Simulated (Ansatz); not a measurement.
Bulk crystal (HfC) after relaxation:

```yaml
crystal:
  lattice:
    - [0.00000, 2.32575, 2.32575]
    - [2.32575, 0.00000, 2.32575]
    - [2.32575, 2.32575, 0.00000]
  atoms:
    - { symbol: Hf, position: [0.50000, 0.50000, 0.50000] }
    - { symbol: C, position: [0.00000, 0.00000, 0.00000] }
```

Miller indices refer to the conventional cell of Fm-3m (No. 225), a = 4.651 Å, b = 4.651 Å, c = 4.651 Å, α = 90.00°, β = 90.00°, γ = 90.00°.

Consider the (111) slab of 8 planes, 9.4 Å thick with 15 Å of vacuum as cut; outer planes C (top) and Hf (bottom), all atoms relaxed.

The calculation used Ansatz 0.2.0, DFT PBE, scalar-relativistic, plane waves, PAW. Cutoff 420 eV; k points 12×12×1 on the computed 8-atom cell (Γ-centred); Gaussian smearing, width 0.10 eV; no spin polarisation. The cell repeats along c with a dipole correction in the vacuum.

The work function is left out: read from the slab's Fermi level and from the bulk's it differs by over 0.3 eV, so the slab is too thin for it. The slab's inner planes relax by over 3 % too, so it holds no bulk-like region.

(1) Predict the surface energy (mean of both faces).

(2) Give the dipole of the slab along +c, per cell.

(3) The top two planes lie 1.343 Å apart in the bulk. How does relaxation change this?

With no bulk-like middle, the error of these values can't be bounded.

Spin-orbit coupling is left out, which matters for the bands of heavy elements.

Results:

(1) 5.25 J/m².

(2) -0.11 e·Å.

(3) The spacing becomes 1.137 Å (-15.3 %).

Worked out: the slab's 8 atoms lie 6.141 eV above the same atoms in the bulk. Shared over two faces of 9.37 Å² this is 327.7 meV/Å², and 1 eV/Å² is 16.02 J/m², which gives 5.25 J/m². The cut crosses 3 bonds a cell (neighbours within 10 % of the shortest distances), so each costs 2.05 eV on this count. The faces differ by 2.17 eV because the slab carries a dipole: a dipole layer of p per area A shifts the vacuum level by e·p/(ε0·A) = 180.95 V·Å × 0.1125 e·Å / 9.37 Å² = 2.17 eV.

Cutting HfC along (111) is costly, at 5.25 J/m² averaged over the faces, because it leaves the outer C and Hf atoms with only three of their six nearest neighbours and breaks strong, partly covalent C 2p-Hf 5d bonds. The 2.05 eV per cut bond is a net cost after relaxation and electronic rearrangement, not a bond energy. The outer carbon plane moves inward by 15.3 %, probably because its remaining back bonds strengthen. Since these bonds are inclined to the surface, they shorten proportionally less than the plane spacing.

The dipole's sign fits negative carbon on top and positive hafnium below, which puts the higher vacuum level on the carbon side. Its small size, -0.11 e·Å, suggests that charge redistribution largely cancels the dipole expected from alternating ionic planes, as metallic HfC allows. The mean surface energy doesn't show which termination is preferred; that would require separate face energies as a function of the carbon chemical potential.
